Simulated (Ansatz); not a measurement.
As under changes of volume

One of the cells (21.530 Å³/atom); the others are scaled copies at fixed shape and fractional positions:

```
CELL_PARAMETERS angstrom
1.88080 1.08588 3.51406
-1.88080 1.08588 3.51406
0.00000 -2.17176 3.51406
ATOMIC_POSITIONS crystal
As 0.22600 0.22600 0.22600
As 0.77400 0.77400 0.77400
```

```yaml
Program: Ansatz 0.2.0
Functional: PBE0
Potentials_or_basis: Ansatz PAW
Cutoff: "420 eV (not typed: the program's choice for these potentials)"
k_mesh: 4 × 4 × 4
Occupations: fermi-dirac, width 0.05 eV
Spin: no spin polarisation
```

```tsv
volume (Å³/atom)	energy over the lowest point (meV/atom)	pressure (GPa)	gap on the mesh (eV)	largest force (eV/Å)
20.239	30.90	6.9	0.74	0.227
20.669	15.27	4.7	0.81	0.070
21.100	5.28	2.7	0.86	0.075
21.530	0.35	1.0	0.92	0.211
21.961	0.00	-0.7	0.97	0.337
22.392	?	?	?	?
22.822	11.24	-3.4	1.07	0.564
```

Q: What does the run at 22.392 Å³/atom give?

A: Energy over the lowest point 3.75 meV/atom; pressure -2.1 GPa; gap on the mesh 1.02 eV; largest force 0.454 eV/Å.

Worked out: A Birch-Murnaghan fit of order 3 (a polynomial in V^(-2/3)) to the other rows has its minimum at 21.78 Å³/atom with B0 = V·E''(V) = 81 GPa and B' = 4.3 at fixed shape and positions, which overstates the stiffness. It gives 3.77 meV/atom at 22.392 Å³/atom, against the run's 3.75, and -dE/dV = -2.1 GPa, against -2.1. A straight line through the other rows of the gap, of slope 2.72 eV per unit of ln V, gives 1.02 eV, against the run's 1.02.

Energies are extrapolated to zero smearing.

Caveats: all runs use coarse meshes; the PAW data sets come from PBE, with cores solved anew for the run's functional, which leaves a small shift of forces and pressure; the thresholds are loose for stress.

A mesh can miss the band edges. Spin-orbit coupling on As is left out.
